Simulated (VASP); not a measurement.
The system is InP.

```xyz
2
Lattice="0.0000 2.7454 2.7454 2.7454 0.0000 2.7454 2.7454 2.7454 0.0000" Properties=species:S:1:pos:R:3 pbc="T T T"
In    0.0000    0.0000    0.0000
P     2.7454    2.7454    2.7454
```

The cell was built by a generator and needn't be a form met in nature.

Base run:

```yaml
Program: VASP 6.6.1
Functional: r2SCAN
Potentials_or_basis: VASP PAW PBE potentials, release 64 (In_d, P)
Cutoff: 520 eV
k_mesh: 6 × 6 × 6
Occupations: fermi-dirac, width 0.02 eV
Spin: no spin polarisation
```

Its results: band gap on the k mesh none (metal or under the smearing width); pressure 0.7 GPa.

The run is repeated on the same cell with these changes: functional from r2SCAN to PBE-based screened hybrid; k mesh from 6 × 6 × 6 to 4 × 4 × 4. What comes out?

Band gap on the k mesh none (metal or under the smearing width); pressure -1.5 GPa.

Several settings changed at once, so the effect can't be laid on one alone.

Caveats: some runs use coarse meshes; the PAW data sets were made with another functional, which shifts forces and pressure a little.
